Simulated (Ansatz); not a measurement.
**Convergence notes, G0W0 on Se (P3_121)**

Se (P3_121) from a database of computed structures, relaxed with r2SCAN+rVV10; one-shot G0W0 in Ansatz without spin-orbit coupling. Spin-unpolarised throughout; all numbers are computed.

```
CELL_PARAMETERS angstrom
4.29266 0.00000 0.00000
-2.14633 3.71755 0.00000
0.00000 0.00000 5.04085
ATOMIC_POSITIONS crystal
Se 0.22847 0.00000 0.33333
Se 0.00000 0.22847 0.66667
Se 0.77153 0.77153 0.00000
```

Gaps are read over the mesh points alone. G0W0 values are finite-basis, finite-mesh values.

| start | potentials | frequency model | mesh | empty bands | screening cutoff (eV) | Kohn-Sham gap (eV) | G0W0 gap (eV) |
| --- | --- | --- | --- | --- | --- | --- | --- |
| PBE | PAW | contour deformation | 6×6×4 | 240 | 120 | 0.84 | 1.46 |
| PBE | PAW | contour deformation | 6×6×4 | 596 | 220 | 0.84 | 1.46 |
| PBE | PAW | contour deformation | 6×6×4 | 1095 | 300 | 0.84 | 1.46 |
| HSE06 | PAW | contour deformation | 6×6×4 | 596 | 220 | 1.56 | 1.89 |
| r2SCAN | PAW | contour deformation | 6×6×4 | 596 | 220 | 1.07 | 1.64 |
| PBE0 | PAW | contour deformation | 6×6×4 | 596 | 220 | 2.20 | 2.09 |
| PBE | PAW | Godby-Needs pole | 6×6×4 | 596 | 220 | 0.84 | 1.48 |
| PBE | PAW | contour deformation | 12×12×6 | 130 | 80 | 0.83 | 1.42 |
| PBE | norm-conserving | contour deformation | 6×6×4 | 596 | 220 | 0.83 | 1.44 |

G0W0 moves the gap on the mesh from 0.84 eV (PBE) to 1.46 eV (L to H). Renormalisation factors Z lie between 0.68 and 0.75.

Raising bands and cutoff together moves the gap by 0.00 eV (120 to 220 eV), then 0.00 eV (220 to 300 eV); the last step is small, which bounds nothing strictly. Starting from HSE06 (1.56 eV against PBE's 0.84 eV) gives 1.89 eV, +0.43 eV from G0W0@PBE at the same screening cutoff. Starting from r2SCAN (1.07 eV against PBE's 0.84 eV) gives 1.64 eV, +0.18 eV from G0W0@PBE at the same screening cutoff. Starting from PBE0 (2.20 eV against PBE's 0.84 eV) gives 2.09 eV, +0.63 eV from G0W0@PBE at the same screening cutoff. The Godby-Needs plasmon pole differs from contour deformation by +0.02 eV. Norm-conserving potentials (wave cutoff 1170 eV against 420 eV) shift the quasiparticle gap by -0.02 eV and the PBE gap by -0.01 eV. r2SCAN runs take a wave cutoff of 500 eV.

The program warns that the k mesh is coarse for exact exchange in some of these runs, so their gaps aren't converged.
